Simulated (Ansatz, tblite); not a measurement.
HgS: GFN1-xTB, run from Python

These are simulated results from tblite 0.8.0, not measurements. The cell began as a measured structure and was relaxed with r2SCAN in plane waves (Ansatz 0.2.0). All runs are without spin polarisation.

Space group F-43m (No. 216), cubic; a = 5.930 Å in the conventional setting, 26.07 Å³ an atom. Hg has 4 S at 2.57 Å; S has 4 Hg at 2.57 Å.

tblite solves periodic systems at the zone centre alone, so the script builds a cluster of 2×2×2 conventional cells (64 atoms), which folds in a coarse mesh of k points.

The script, run.py:

```python
import json
from ase import Atoms
from ase.build import make_supercell
from ase.units import Bohr, GPa, Hartree
from tblite.interface import Calculator

atoms = Atoms(['Hg', 'S'],
              cell=[[0.0, 2.96518714, 2.96518714], [2.96518714, 0.0, 2.96518714], [2.96518714, 2.96518714, 0.0]],
              scaled_positions=[[0.0, 0.0, 0.0], [0.25, 0.25, 0.25]],
              pbc=True)
cluster = make_supercell(atoms, [[-2, 2, 2], [-2, -2, 2], [2, -2, 2]])
calc = Calculator('GFN1-xTB', cluster.numbers, cluster.positions / Bohr, lattice=cluster.cell[:] / Bohr, periodic=cluster.pbc)
calc.set('temperature', 0.02 / Hartree)
calc.set('max-iter', 150)
res = calc.singlepoint()
levels = res.get('orbital-energies') * Hartree
nv = round(res.get('orbital-occupations').sum() / 2)
cells = len(cluster) // len(atoms)
out = {'energy_per_cell': res.get('energy') * Hartree / cells, 'homo': levels[nv - 1], 'lumo': levels[nv],
       'stress': (-res.get('virial') * Hartree / cluster.get_volume() / GPa).tolist(), 'charges': res.get('charges')[:len(atoms)].tolist(), 'electrons': 2 * nv / cells}
json.dump(out, open('results.json', 'w'))
for key, value in out.items():
    print(key, value)
```

Command: `python run.py`. It took 2.1 s on 1 thread of Arm Neoverse V1, on a shared host, peak memory 0.12 GiB.

The log:

```
------------------------------------------------------------
  cycle        total energy    energy error   density error
------------------------------------------------------------
      1     -149.1444564482  -1.4875381E+02   6.1966507E-01
      2     -149.6218436576  -4.7738721E-01   2.8991720E-01
      3     -149.6901669825  -6.8323325E-02   7.7424162E-02
      4     -149.6993010798  -9.1340973E-03   7.4608930E-03
      5     -149.6997844882  -4.8340841E-04   1.3517991E-03
      6     -149.6997940341  -9.5458966E-06   5.9775804E-04
      7     -149.6997979003  -3.8661903E-06   1.2244021E-04
      8     -149.6997980634  -1.6309934E-07   4.1636446E-05
      9     -149.6997980803  -1.6946387E-08   4.1917686E-07
------------------------------------------------------------

 total:                                   1.421 sec
energy_per_cell -127.29809354169262
homo -8.206365222286687
lumo -8.206365222223427
stress [[-1.693580973546456, 2.9235820041319167e-06, -2.9235820051645418e-06], [2.923582004163914e-06, -1.6935809735464507, -2.923582006208733e-06], [-2.9235820051169203e-06, -2.923582006304761e-06, -1.6935809735464278]]
charges [0.3213459330239029, -0.3213621457454765]
electrons 8.0
```

The cycle table is in hartree for the whole cluster, and the lines after it are in eV (the energy for one cell). The printed stress is in GPa and positive in compression, and the pressure is its mean diagonal.

GFN1-xTB gives no gap at the points read. On the same cell, plane-wave PBE (Ansatz, 8×8×8 k points and the special points) gives no gap at the points read and r2SCAN no gap at the points read; on shared hosts these took about 3.2 and 7.8 core-seconds on the 2-atom cell, against 2.1 for the script. Spin-orbit coupling, left out in all these runs, can cut or reorder the gap by tenths of an eV, up to about 1 eV with Pb or Bi.

The same script was run on cells scaled at fixed shape and fractional coordinates:

```json
{"volume (Å³/atom)": "22.94", "energy (meV/atom)": "21.0", "pressure (GPa, positive in compression)": "4.49", "gap (eV)": "0.00"}
{"volume (Å³/atom)": "24.51", "energy (meV/atom)": "-4.4", "pressure (GPa, positive in compression)": "0.92", "gap (eV)": "0.00"}
{"volume (Å³/atom)": "26.07", "energy (meV/atom)": "0.0", "pressure (GPa, positive in compression)": "-1.69", "gap (eV)": "0.00"}
{"volume (Å³/atom)": "27.64", "energy (meV/atom)": "26.6", "pressure (GPa, positive in compression)": "-3.66", "gap (eV)": "0.00"}
{"volume (Å³/atom)": "29.20", "energy (meV/atom)": "70.1", "pressure (GPa, positive in compression)": "-5.18", "gap (eV)": "0.00"}
```

A Birch-Murnaghan fit puts the minimum at 25.01 Å³/atom, 4.1 % below the given cell, with a bulk modulus of 44.1 GPa at fixed shape.

xTB was fitted mostly to molecules, and a small cluster samples few k points, so gaps, pressures and kinks along a curve can be far from a solid's.

Spin-orbit coupling is left out; in compounds of Pb, Bi, Tl or Hg it can lower a gap by up to about 1 eV, split its edges or invert the bands.
